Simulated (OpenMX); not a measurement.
CdS:

```xyz
2
Lattice="4.2612 0.0000 0.0000 -2.1306 3.6903 0.0000 0.0000 0.0000 5.8042" Properties=species:S:1:pos:R:3 pbc="T T T"
Cd    0.0024   -0.0280    2.5193
S     2.1524    1.2446    2.5070
```

The cell comes from a database or a generator and needn't be the stable form of this composition.

The cell isn't the ideal one: atoms moved at random, drawn with an rms of 0.05 Å.

Base run:

* Program: OpenMX 3.8.5
* Functional: PBE
* Potentials or basis: OpenMX 2013 PBE set, Cd7.0-s3p2d2f1, S7.0-s3p2d2f1, grid cutoff 500 Ry
* k mesh: 7 × 7 × 5
* Occupations: fermi-dirac, width 0.05 eV
* Spin: no spin polarisation

Its results: band gap on the k mesh 1.59 eV, direct; pressure 0.0 GPa; largest force 0.407 eV/Å.

The run is repeated on the same cell with these changes: potentials or basis from OpenMX 2013 PBE set, Cd7.0-s3p2d2f1, S7.0-s3p2d2f1, grid cutoff 500 Ry to OpenMX 2013 PBE set, Cd7.0-s3p2d2, S7.0-s2p2d1f1, grid cutoff 500 Ry. What comes out?

Band gap on the k mesh 1.66 eV, indirect (least direct gap 1.68 eV); pressure 0.2 GPa; largest force 0.417 eV/Å.

Caveats: an odd mesh through Γ misses points on the zone boundary, where band edges often lie; the basis of atomic orbitals isn't converged, which shifts pressures, moduli and gaps.
